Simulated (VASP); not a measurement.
## Ta: relaxation of the atoms with PBE

Ta, a slab with vacuum:

```
Ta
1.0
     4.69519    0.00000    0.00000
    -2.34759    4.06615    0.00000
     0.00000    0.00000   28.37602
Ta
16
Direct
  0.00000 0.00000 0.24669
  0.66667 0.33333 0.28046
  0.33333 0.66667 0.31424
  0.00000 0.00000 0.34801
  0.66667 0.33333 0.38179
  0.33333 0.66667 0.41556
  0.00000 0.00000 0.44934
  0.66667 0.33333 0.48311
  0.33333 0.66667 0.51689
  0.00000 0.00000 0.55066
  0.66667 0.33333 0.58444
  0.33333 0.66667 0.61821
  0.00000 0.00000 0.65199
  0.66667 0.33333 0.68576
  0.33333 0.66667 0.71954
  0.00000 0.00000 0.75331
```

The cell was built by a generator and needn't be a form met in nature.

```yaml
Program: VASP 6.6.1
Task: relaxation of the atoms
Functional: PBE
Potentials_or_basis: VASP PAW PBE potentials, release 64 (Ta_pv)
Cutoff: 520 eV
k_mesh: 10 × 10 × 1
Occupations: methfessel-paxton, width 0.1 eV
Spin: no spin polarisation
Further_INCAR_settings: ALGO = Fast; EDIFF = 1e-06; IBRION = 2; EDIFFG = -0.02; NSW = 40
```

```yaml
Energy_gained_by_relaxing: 53.0 meV/atom
Ionic_steps: 14
Largest_force_after_relaxing: 0.018 eV/Å
Band_gap_on_the_k_mesh: none (metal or under the smearing width)
```

Forces in eV/Å, atoms in the order of the input:
```
Ta   0.000  0.000 -0.002
Ta   0.000  0.000  0.015
Ta   0.000  0.000  0.012
Ta   0.000  0.000  0.010
Ta   0.000  0.000 -0.001
Ta   0.000  0.000 -0.002
Ta   0.000  0.000 -0.004
Ta   0.000  0.000  0.018
Ta   0.000  0.000 -0.018
Ta   0.000  0.000  0.004
Ta   0.000  0.000  0.002
Ta   0.000  0.000  0.001
Ta   0.000  0.000 -0.010
Ta   0.000  0.000 -0.012
Ta   0.000  0.000 -0.015
Ta   0.000  0.000  0.002
```

Step by step:
| step | energy change (eV) | largest force (eV/Å) | pressure (GPa) |
| --- | --- | --- | --- |
| 1 | 0.0000 | 2.0596 | -3.15 |
| 2 | -0.5097 | 1.2927 | -2.52 |
| 3 | -0.7115 | 0.8853 | -1.55 |
| 4 | -0.7971 | 0.4085 | -1.44 |
| 5 | -0.8072 | 0.2570 | -1.36 |
| 6 | -0.8273 | 0.1613 | -1.37 |
| 7 | -0.8308 | 0.1816 | -1.36 |
| 8 | -0.8368 | 0.1015 | -1.23 |
| 9 | -0.8376 | 0.1349 | -1.16 |
| 10 | -0.8419 | 0.0813 | -1.06 |
| 11 | -0.8432 | 0.1282 | -0.98 |
| 12 | -0.8465 | 0.0436 | -0.85 |
| 13 | -0.8470 | 0.0782 | -0.79 |
| 14 | -0.8483 | 0.0182 | -0.71 |

Final structure:
```
CELL_PARAMETERS angstrom
4.69519 0.00000 0.00000
-2.34759 4.06615 0.00000
0.00000 0.00000 28.37602
ATOMIC_POSITIONS crystal
Ta 0.00000 0.00000 0.25774
Ta 0.66667 0.33333 0.28259
Ta 0.33333 0.66667 0.31053
Ta 0.00000 0.00000 0.35004
Ta 0.66667 0.33333 0.38158
Ta 0.33333 0.66667 0.41440
Ta 0.00000 0.00000 0.44904
Ta 0.66667 0.33333 0.48234
Ta 0.33333 0.66667 0.51766
Ta 0.00000 0.00000 0.55096
Ta 0.66667 0.33333 0.58560
Ta 0.33333 0.66667 0.61842
Ta 0.00000 0.00000 0.64996
Ta 0.66667 0.33333 0.68947
Ta 0.33333 0.66667 0.71741
Ta 0.00000 0.00000 0.74226
```

Levels at points of the mesh, in eV from the Fermi level:
```csv
k point,band 84,band 85,band 86,band 87,band 88,band 89,band 90,band 91
"(0.00, 0.00, 0.00)",-0.80,-0.39,-0.39,-0.30,-0.10,0.06,0.06,0.06
"(0.50, 0.00, 0.00)",-0.71,-0.51,-0.43,-0.35,-0.29,-0.09,0.19,0.40
```

It took 2.3 h on 2 MPI ranks on Intel(R) Xeon(R) Platinum 8488C (Sapphire Rapids) (shared host), peak memory 0.96 GiB a rank.

The run has no spin-orbit coupling, so splittings on Ta are missing.
